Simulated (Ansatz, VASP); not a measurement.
MgO: VASP beside Ansatz

```xyz
4
Lattice="1.4454 -5.8020 0.0000 1.4454 5.8020 0.0000 0.0000 0.0000 2.9091" Properties=species:S:1:pos:R:3 pbc="T T T"
Mg    1.4454    1.8335    2.1819
Mg    1.4454   -1.8335    0.7273
O     1.4454    4.0168    2.1819
O     1.4454   -4.0168    0.7273
```

Alike in both runs: functional PBE; k mesh 8 × 8 × 8; occupations gaussian, width 0.02 eV; no spin polarisation.

Ansatz relaxed the structure, and its values are those at the end. VASP's run is a single point on that final structure, the one shown.

```csv
,VASP,Ansatz
version,VASP 6.6.1,Ansatz 0.2.0
potentials or method,"VASP PAW PBE potentials, release 64 (Mg, O)","scalar-relativistic, plane waves, PAW"
plane-wave cutoff (eV),520,420
valence electrons in the cell,16,32
```

|  | VASP | Ansatz | Ansatz less VASP |
| --- | --- | --- | --- |
| gap on the k mesh at the Fermi level (eV) | 2.96 | 2.98 | +0.021 |
| least direct gap on the mesh (eV) | 2.99 | 3.01 | +0.020 |
| pressure (GPa) | -0.5 | 0.0 | +0.48 |
| rms of the force components (eV/Å) | 0.007 | 0.000 | -0.0074 |

The functional is the same, so the differences come from potentials, cutoffs and numerics. The two sets of potentials don't hold the same shells in valence.

A k mesh can miss the band edges. As with any semilocal functional, this PBE gap is likely too small.
